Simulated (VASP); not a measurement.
# GaAs: band structure with TB-mBJ

**Measured values to compare with.**

“Evidence of valence band perturbations in GaAsN/GaAs(001): A combined variable-angle spectroscopic ellipsometry and modulated photoreflectance investigation”, 2008, arxiv:0805.2212 reports, for a bulk crystal of GaAs at 300 K: band gap 1.412 ± 0.01 eV (direct).

GaAs:

```
Ga As
1.0
     0.00000    2.83140    2.83140
     2.83140    0.00000    2.83140
     2.83140    2.83140    0.00000
Ga As
1 1
Cartesian
  0.0000 0.0000 0.0000
  1.4157 1.4157 1.4157
```

```
Program                : VASP 6.6.1
Task                   : band structure
Functional             : TB-mBJ
Potentials or basis    : VASP PAW PBE potentials, release 64 (Ga_d, As)
Cutoff                 : 520 eV
k mesh                 : 10 × 10 × 10
Occupations            : gaussian, width 0.03 eV
Spin                   : no spin polarisation
Further INCAR settings : ALGO = Normal; EDIFF = 1e-06; NBANDS = 16
```

- Band gap on the k mesh: 1.55 eV, direct
- Band gap along the path: 1.55 eV, direct

Levels at the corners of the path, in eV from the valence-band top:
```tsv
point	band 5	band 6	band 7	band 8	band 9	band 10	band 11	band 12	band 13	band 14
Γ	-14.86	-12.41	0.00	0.00	0.00	1.55	4.20	4.20	4.20	8.60
X	-14.85	-9.99	-6.40	-2.52	-2.52	2.13	2.28	10.89	10.89	11.69
X	-14.85	-9.99	-6.40	-2.52	-2.52	2.13	2.28	10.89	10.89	11.69
W	-14.86	-9.94	-6.21	-3.30	-3.09	5.13	5.17	6.07	6.53	11.75
W	-14.86	-9.94	-6.21	-3.30	-3.09	5.13	5.17	6.07	6.53	11.75
K	-14.86	-10.03	-6.21	-3.59	-2.12	2.60	5.15	8.53	8.60	9.21
K	-14.86	-10.03	-6.21	-3.59	-2.12	2.60	5.15	8.53	8.60	9.21
Γ	-14.86	-12.41	0.00	0.00	0.00	1.55	4.20	4.20	4.20	8.60
Γ	-14.86	-12.41	0.00	0.00	0.00	1.55	4.20	4.20	4.20	8.60
L	-14.86	-10.71	-6.24	-1.07	-1.07	1.78	5.07	5.07	8.62	11.17
L	-14.86	-10.71	-6.24	-1.07	-1.07	1.78	5.07	5.07	8.62	11.17
U	-14.86	-10.03	-6.21	-3.59	-2.12	2.60	5.15	8.53	8.60	9.21
U	-14.86	-10.03	-6.21	-3.59	-2.12	2.60	5.15	8.53	8.60	9.21
W	-14.86	-9.94	-6.21	-3.30	-3.09	5.13	5.17	6.07	6.53	11.75
W	-14.86	-9.94	-6.21	-3.30	-3.09	5.13	5.17	6.07	6.53	11.75
L	-14.86	-10.71	-6.24	-1.07	-1.07	1.78	5.07	5.07	8.62	11.17
L	-14.86	-10.71	-6.24	-1.07	-1.07	1.78	5.07	5.07	8.62	11.17
K	-14.86	-10.03	-6.21	-3.59	-2.12	2.60	5.15	8.53	8.60	9.21
U	-14.86	-10.03	-6.21	-3.59	-2.12	2.60	5.15	8.53	8.60	9.21
X	-14.85	-9.99	-6.40	-2.52	-2.52	2.13	2.28	10.89	10.89	11.69
```

Wall time 3.4 min on 1 thread of Intel(R) Xeon(R) Platinum 8488C (Sapphire Rapids), on a shared host, peak memory 0.21 GiB.

Measured gap of GaAs: 1.412 eV (direct; 300 K; “Evidence of valence band perturbations in GaAsN/GaAs(001): A combined variable-angle spectroscopic ellipsometry and modulated photoreflectance investigation”, 2008, arxiv:0805.2212). This calculation gives 1.55 eV (+0.14 eV). 3 values of this kind are on record (1.412 to 1.51 eV); this one was drawn at random among those near their median, those with a stated uncertainty first. Spin-orbit coupling on As, Ga is left out. The value is that of TB-mBJ, without temperature or zero-point motion.
